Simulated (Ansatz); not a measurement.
Crystal: Pt.

```
Pt
1.0
     0.00000    1.96090    1.96090
     1.96090    0.00000    1.96090
     1.96090    1.96090    0.00000
Pt
1
Direct
  0.00000 0.00000 0.00000
```

- Program: Ansatz 0.2.0
- Task: relaxation of cell and atoms
- Functional: PBEsol
- Dispersion: D3(BJ)
- Potentials or basis: Ansatz PAW
- Cutoff: 420 eV (not typed: the program's choice for these potentials)
- k mesh: 12 × 12 × 12
- Occupations: fermi-dirac, width 0.05 eV
- Spin: no spin polarisation

At the start: volume 15.08 Å³/atom.

Task: How do energy, volume and symmetry change on relaxing?

Result: It ends after 5 steps and the volume is 14.63 Å³/atom (-3.0 %); space group Fm-3m (No. 225, to 0.05 Å).

Step by step:
```
step  energy change (eV)  largest force (eV/Å)  volume (Å³)
   1              0.0000                0.0000        15.08
   2             -0.0124                0.0000        14.69
   3             -0.0126                0.0000        14.63
   4             -0.0126                0.0000        14.63
   5             -0.0124                0.0000        14.63
```

Final structure:
```
CELL_PARAMETERS angstrom
0.00000 1.94142 1.94142
1.94142 0.00000 1.94142
1.94142 1.94142 0.00000
ATOMIC_POSITIONS crystal
Pt 0.00000 0.00000 0.00000
```

Caveat: the plane-wave basis is chosen anew once the cell has moved, so the energies of steps on either side of that aren't comparable; pairwise dispersion overbinds metals, which lowers pressure and volume; the PAW data sets come from PBE, with cores solved anew for the run's functional, which leaves a small shift of forces and pressure.
